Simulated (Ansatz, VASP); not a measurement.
# Two plane-wave programs on AlIn3As4

```
Al In As
1.0
     4.31304    0.00000    0.00000
     0.00000    4.31304    0.00000
     0.00000    0.00000   12.05576
Al In As
1 3 4
Direct
  0.00000 0.00000 0.50000
  0.00000 0.00000 0.00000
  0.50000 0.50000 0.25969
  0.50000 0.50000 0.74031
  0.50000 0.00000 0.87015
  0.00000 0.50000 0.12985
  0.50000 0.00000 0.39103
  0.00000 0.50000 0.60897
```

Alike in both runs: functional PBE; k mesh 4 × 4 × 2; occupations gaussian, width 0.1 eV; no spin polarisation.

Ansatz relaxed the structure, and its values are those at the end. VASP's run is a single point on that final structure, the one shown.

```csv
,VASP,Ansatz
version,VASP 6.6.1,Ansatz 0.2.0
potentials or method,"VASP PAW PBE potentials, release 64 (Al, In_d, As)","scalar-relativistic, plane waves, PAW"
plane-wave cutoff (eV),520,420
valence electrons in the cell,62,102
```

|  | VASP | Ansatz | Ansatz less VASP |
| --- | --- | --- | --- |
| gap on the k mesh at the Fermi level (eV) | none | none | - |
| pressure (GPa) | 0.0 | 0.0 | -0.06 |
| rms of the force components (eV/Å) | 0.004 | 0.004 | -0.0005 |

A gap of «none» marks a metal or a gap that the smearing closes. The functional is the same, so the differences come from potentials, cutoffs and numerics. The two sets of potentials don't hold the same shells in valence.

Caveats: the k mesh is coarse (spacing up to 0.36 Å⁻¹), so the values aren't converged.
